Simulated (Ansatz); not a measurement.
**Au under changes of volume**

One of the cells (16.855 Å³/atom); the others are scaled copies at fixed shape and fractional positions:

```
CELL_PARAMETERS angstrom
0.00000 2.03500 2.03500
2.03500 0.00000 2.03500
2.03500 2.03500 0.00000
ATOMIC_POSITIONS crystal
Au 0.00000 0.00000 0.00000
```

- Program: Ansatz 0.2.0
- Functional: BLYP
- Dispersion: D4
- Potentials or basis: Ansatz PAW
- Cutoff: 420 eV (not typed: the program's choice for these potentials)
- k mesh: 11 × 11 × 11
- Occupations: fermi-dirac, width 0.05 eV
- Spin: no spin polarisation

| volume (Å³/atom) | energy over the lowest point (meV/atom) | pressure (GPa) |
| --- | --- | --- |
| 15.843 | 138.96 | 24.9 |
| 16.181 | 92.40 | 19.4 |
| 16.518 | 56.79 | 14.5 |
| 16.855 | 30.82 | 10.2 |
| 17.192 | 13.37 | 6.4 |
| 17.529 | ? | ? |
| 17.866 | 0.00 | 0.2 |

What does the run at 17.529 Å³/atom give?

Energy over the lowest point 3.39 meV/atom; pressure 3.1 GPa.

Worked out: A Birch-Murnaghan fit of order 3 (a polynomial in V^(-2/3)) to the other rows has its minimum at 17.88 Å³/atom, just outside them, with B0 = V·E''(V) = 147 GPa and B' = 5.6. It gives 3.36 meV/atom at 17.529 Å³/atom, against the run's 3.39, and -dE/dV = 3.1 GPa, against 3.1.

Energies are extrapolated to zero smearing.

Caveats: pairwise dispersion overbinds metals, which lowers pressure and volume; the PAW data sets come from PBE, with cores solved anew for the run's functional, which leaves a small shift of forces and pressure.
